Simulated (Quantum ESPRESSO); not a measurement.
# TeH2 in Quantum ESPRESSO: settings compared, part 2 of 3

Quantum ESPRESSO 7.5. The steps go on from the part before.

### 3 Real-space fields, RPBE+D3(BJ)

Input file pw.in:

```
&CONTROL
  calculation = 'scf'
  prefix = 'pwscf'
  outdir = './tmp'
  pseudo_dir = './pseudo'
  tprnfor = .true.
  disk_io = 'low'
/
&SYSTEM
  ibrav = 0
  celldm(1) = 8
  nat = 3
  ntyp = 2
  ecutwfc = 45
  ecutrho = 360
  nbnd = 9
  input_dft = 'rpbe'
  occupations = 'smearing'
  smearing = 'fd'
  degauss = 0.00073499
  vdw_corr = 'grimme-d3'
  dftd3_version = 4
  dftd3_threebody = .false.
  assume_isolated = 'mt'
/
&ELECTRONS
  conv_thr = 6d-10
  electron_maxstep = 120
  mixing_beta = 0.05
/
ATOMIC_SPECIES
Te   127.6000 te_pbe_v1.uspp.F.UPF
H      1.0080 h_pbe_v1.4.uspp.F.UPF
CELL_PARAMETERS alat
  2.5983734213604   0.0000000000000   0.0000000000000
  0.0000000000000   2.5983734213604   0.0000000000000
  0.0000000000000   0.0000000000000   2.3621576557822
ATOMIC_POSITIONS crystal
Te     0.5657545500    0.4415863600    0.5429100000
H      0.5360000000    0.5891500000    0.5436200000
H      0.4366090900    0.4146681800    0.4631800000
K_POINTS gamma
```

Input file pp_density.in:

```
&INPUTPP
  prefix = 'pwscf'
  outdir = './tmp'
  filplot = 'density.dat'
  plot_num = 0
/
&PLOT
  nfile = 1
  filepp(1) = 'density.dat'
  iflag = 3
  output_format = 6
  fileout = 'density.cube'
/
```

Input file pp_potential.in:

```
&INPUTPP
  prefix = 'pwscf'
  outdir = './tmp'
  filplot = 'potential.dat'
  plot_num = 11
/
&PLOT
  nfile = 1
  filepp(1) = 'potential.dat'
  iflag = 3
  output_format = 6
  fileout = 'potential.cube'
/
```

Input file pp_potential_ks.in:

```
&INPUTPP
  prefix = 'pwscf'
  outdir = './tmp'
  filplot = 'potential_ks.dat'
  plot_num = 1
/
&PLOT
  nfile = 1
  filepp(1) = 'potential_ks.dat'
  iflag = 3
  output_format = 6
  fileout = 'potential_ks.cube'
/
```

Potentials or basis: GBRV 1.5 PBE.

Launch:

```bash
$ OMP_NUM_THREADS=1 pw.x -in pw.in > pw.out
$ OMP_NUM_THREADS=1 pp.x -in pp_density.in > pp_density.out
$ OMP_NUM_THREADS=1 pp.x -in pp_potential.in > pp_potential.out
$ OMP_NUM_THREADS=1 pp.x -in pp_potential_ks.in > pp_potential_ks.out
```

pw.out:

```text
This program is part of the open-source Quantum ESPRESSO suite
     for quantum simulation of materials; please cite
         "P. Giannozzi et al., J. Phys.:Condens. Matter 21 395502 (2009);
         "P. Giannozzi et al., J. Phys.:Condens. Matter 29 465901 (2017);
         "P. Giannozzi et al., J. Chem. Phys. 152 154105 (2020);
     in publications or presentations arising from this work. More details at

     IMPORTANT: XC functional enforced from input :
     Exchange-correlation= RPBE
                           (   1   4  44   4   0   0   0)
     Any further DFT definition will be discarded
     Please, verify this is what you really want

     gamma-point specific algorithms are used

     G-vector sticks info
     --------------------
     sticks:   dense  smooth     PW     G-vecs:    dense   smooth      PW
     Sum       12377    6197   1549               941755   332813   41541

     Using Slab Decomposition

     bravais-lattice index     =            0
     lattice parameter (alat)  =       8.0000  a.u.
     unit-cell volume          =    8165.4847 (a.u.)^3
     number of atoms/cell      =            3
     number of atomic types    =            2
     number of electrons       =         8.00
     number of Kohn-Sham states=            9
     kinetic-energy cutoff     =      45.0000  Ry
     charge density cutoff     =     360.0000  Ry
     scf convergence threshold =      6.0E-10
     mixing beta               =       0.0500
     number of iterations used =            8  plain     mixing
     Exchange-correlation= RPBE
                           (   1   4  44   4   0   0   0)
     Assuming isolated system, Martyna-Tuckerman method

     celldm(1)=   8.000000  celldm(2)=   0.000000  celldm(3)=   0.000000
     celldm(4)=   0.000000  celldm(5)=   0.000000  celldm(6)=   0.000000

     crystal axes: (cart. coord. in units of alat)
               a(1) = (   2.598373   0.000000   0.000000 )
               a(2) = (   0.000000   2.598373   0.000000 )
               a(3) = (   0.000000   0.000000   2.362158 )

     reciprocal axes: (cart. coord. in units 2 pi/alat)
               b(1) = (  0.384856  0.000000  0.000000 )
               b(2) = (  0.000000  0.384856  0.000000 )
               b(3) = (  0.000000  0.000000  0.423342 )

     PseudoPot. # 1 for Te read from file:
     te_pbe_v1.uspp.F.UPF
     Pseudo is Ultrasoft + core correction, Zval =  6.0
     Generated by new atomic code, or converted to UPF format
     Using radial grid of  891 points,  5 beta functions with:
                l(1) =   0
                l(2) =   0
                l(3) =   1
                l(4) =   1
                l(5) =   2
     Q(r) pseudized with  6 coefficients,  rinner =    1.800   1.800   1.800
                                                       1.800   1.800

     PseudoPot. # 2 for H  read from file:
     h_pbe_v1.4.uspp.F.UPF
     Pseudo is Ultrasoft, Zval =  1.0
     Generated by new atomic code, or converted to UPF format
     Using radial grid of  615 points,  2 beta functions with:
                l(1) =   0
                l(2) =   0
     Q(r) pseudized with  8 coefficients,  rinner =    0.700

     atomic species   valence    mass     pseudopotential
     Te                6.00   127.60000     Te( 1.00)
     H                 1.00     1.00800     H ( 1.00)

     No symmetry found

   Cartesian axes

     site n.     atom                  positions (alat units)
         1        Te     tau(   1) = (   1.4700416   1.1474063   1.2824390  )
         2        H      tau(   2) = (   1.3927282   1.5308317   1.2841161  )
         3        H      tau(   3) = (   1.1344735   1.0774628   1.0941042  )

     --------------------------------------------
     DFT-D3 Dispersion Correction (no 3-body):
     --------------------------------------------
       Reference C6 values for interpolation:

         atom   Coordination number   C6
         H          0.912             6.05
         H          0.000            15.18
         Te         0.000           851.07
         Te         0.981           850.20
         Te         1.964           837.16

       Values used:

         atom   Coordination number  R0_AB[au]  C6      C8
         Te         1.963            3.676    837.43  85005.25
         H          0.982            2.062      6.20     74.94
         H          0.982            2.062      6.20     74.94

         Molecular C6 ( Ry / a.u.^6 ) =      1147.79

     number of k points=     1  Fermi-Dirac smearing, width (Ry)=  0.0007
                       cart. coord. in units 2pi/alat
        k(    1) = (   0.0000000   0.0000000   0.0000000), wk =   2.0000000

     Dense  grid:   470878 G-vectors     FFT dimensions: ( 125, 125, 120)

     Smooth grid:   166407 G-vectors     FFT dimensions: (  90,  90,  81)

     Initial potential from superposition of free atoms

     starting charge       7.9998, renormalised to       8.0000

     negative rho (up, down):  1.933E-03 0.000E+00
     Starting wfcs are    6 randomized atomic wfcs +    3 random wfcs

     Self-consistent Calculation

     iteration #  1     ecut=    45.00 Ry     beta= 0.05
     Davidson diagonalization with overlap
     ethr =  1.00E-02,  avg # of iterations =  8.0

     negative rho (up, down):  1.816E-03 0.000E+00

     total energy              =     -28.86849346 Ry
     estimated scf accuracy    <       0.08348799 Ry

     iteration #  2     ecut=    45.00 Ry     beta= 0.05
     Davidson diagonalization with overlap
     ethr =  1.04E-03,  avg # of iterations =  1.0

     negative rho (up, down):  2.177E-03 0.000E+00

     total energy              =     -28.83845244 Ry
     estimated scf accuracy    <       0.07335217 Ry

     iteration #  3     ecut=    45.00 Ry     beta= 0.05
     Davidson diagonalization with overlap
     ethr =  9.17E-04,  avg # of iterations =  2.0

     negative rho (up, down):  2.013E-03 0.000E+00

     total energy              =     -28.84824480 Ry
     estimated scf accuracy    <       0.00583175 Ry

     iteration #  4     ecut=    45.00 Ry     beta= 0.05
     Davidson diagonalization with overlap
     ethr =  7.29E-05,  avg # of iterations = 10.0

     negative rho (up, down):  1.914E-03 0.000E+00

     total energy              =     -28.84710652 Ry
     estimated scf accuracy    <       0.00504818 Ry

     iteration #  5     ecut=    45.00 Ry     beta= 0.05
     Davidson diagonalization with overlap
     ethr =  6.31E-05,  avg # of iterations =  1.0

     negative rho (up, down):  1.857E-03 0.000E+00

     total energy              =     -28.84670074 Ry
     estimated scf accuracy    <       0.00153982 Ry

     iteration #  6     ecut=    45.00 Ry     beta= 0.05
     Davidson diagonalization with overlap
     ethr =  1.92E-05,  avg # of iterations =  8.0

     negative rho (up, down):  1.735E-03 0.000E+00

     total energy              =     -28.84700774 Ry
     estimated scf accuracy    <       0.00019650 Ry

     iteration #  7     ecut=    45.00 Ry     beta= 0.05
     Davidson diagonalization with overlap
     ethr =  2.46E-06,  avg # of iterations = 14.0

     negative rho (up, down):  1.599E-03 0.000E+00

     total energy              =     -28.84698711 Ry
     estimated scf accuracy    <       0.00008570 Ry

     iteration #  8     ecut=    45.00 Ry     beta= 0.05
     Davidson diagonalization with overlap
     ethr =  1.07E-06,  avg # of iterations =  2.0

     negative rho (up, down):  1.498E-03 0.000E+00

     total energy              =     -28.84700783 Ry
     estimated scf accuracy    <       0.00001837 Ry
[... 212 lines left out ...]
     negative rho (up, down):  3.038E-04 0.000E+00

     total energy              =     -28.84696479 Ry
     estimated scf accuracy    <          5.5E-09 Ry

     iteration # 33     ecut=    45.00 Ry     beta= 0.05
     Davidson diagonalization with overlap
     ethr =  8.71E-12,  avg # of iterations =  3.0

     negative rho (up, down):  2.856E-04 0.000E+00

     total energy              =     -28.84696288 Ry
     estimated scf accuracy    <          5.4E-09 Ry

     iteration # 34     ecut=    45.00 Ry     beta= 0.05
     Davidson diagonalization with overlap
     ethr =  8.71E-12,  avg # of iterations =  3.0

     negative rho (up, down):  2.687E-04 0.000E+00

     total energy              =     -28.84696144 Ry
     estimated scf accuracy    <          5.2E-09 Ry

     iteration # 35     ecut=    45.00 Ry     beta= 0.05
     Davidson diagonalization with overlap
     ethr =  8.71E-12,  avg # of iterations =  3.0

     negative rho (up, down):  2.530E-04 0.000E+00

     total energy              =     -28.84696025 Ry
     estimated scf accuracy    <          2.3E-09 Ry

     iteration # 36     ecut=    45.00 Ry     beta= 0.05
     Davidson diagonalization with overlap
     ethr =  8.71E-12,  avg # of iterations =  3.0

     negative rho (up, down):  2.384E-04 0.000E+00

     total energy              =     -28.84695926 Ry
     estimated scf accuracy    <          1.2E-09 Ry

     iteration # 37     ecut=    45.00 Ry     beta= 0.05
     Davidson diagonalization with overlap
     ethr =  8.71E-12,  avg # of iterations =  3.0

     negative rho (up, down):  5.657E-05 0.000E+00

     End of self-consistent calculation

          k = 0.0000 0.0000 0.0000 ( 20771 PWs)   bands (ev):

   -16.1205  -9.6289  -8.2916  -5.4981  -1.5983  -1.2210   0.1843   0.6237
     0.6696

     the Fermi energy is    -3.4779 ev

!    total energy              =     -28.84696112 Ry
     estimated scf accuracy    <          5.1E-10 Ry
     smearing contrib. (-TS)   =       0.00000000 Ry
     internal energy E=F+TS    =     -28.84696112 Ry

     The total energy is F=E-TS. E is the sum of the following terms:
     one-electron contribution =     -43.52864412 Ry
     hartree contribution      =      22.36041369 Ry
     xc contribution           =     -15.78153408 Ry
     ewald contribution        =       8.12032747 Ry
     DFT-D3 Dispersion         =      -0.01752409 Ry

     convergence has been achieved in  37 iterations

     negative rho (up, down):  5.657E-05 0.000E+00

     Forces acting on atoms (cartesian axes, Ry/au):

     atom    1 type  1   force =     0.02096931   -0.01585021    0.00952102
     atom    2 type  2   force =    -0.00463540    0.01813981   -0.00044933
     atom    3 type  2   force =    -0.01633391   -0.00228960   -0.00907169

     Total force =     0.038557     Total SCF correction =     0.000020

=------------------------------------------------------------------------------=
   JOB DONE.
=------------------------------------------------------------------------------=
```

Run time: 2.2 min. Hardware: 1 thread of Arm Neoverse V1, shared host; peak memory 1.1 GiB.

What came out:

```
Free energy                     : -392.4829 eV
Largest force                   : 0.719 eV/Å
Gap between the frontier levels : 3.90 eV
Dipole moment                   : 0.09 D
```

Forces on the atoms (eV/Å):
```
Te   0.539 -0.408  0.245
H   -0.119  0.466 -0.012
H   -0.420 -0.059 -0.233
```

Levels at points of the mesh, in eV from the valence-band top:
```csv
k point,band 1,band 2,band 3,band 4,band 5,band 6,band 7,band 8
"(0.00, 0.00, 0.00)",-10.62,-4.13,-2.79,0.00,3.90,4.28,5.68,6.12
```

Caveat: the potentials were made for another functional, which shifts forces and pressure; this is a molecule in a periodic box, so the gap is that between its Kohn-Sham HOMO and LUMO and the box isn't a crystal; spin-orbit coupling is left out, which moves the levels of the heavy elements.

(Continued in part 3 of 3.)
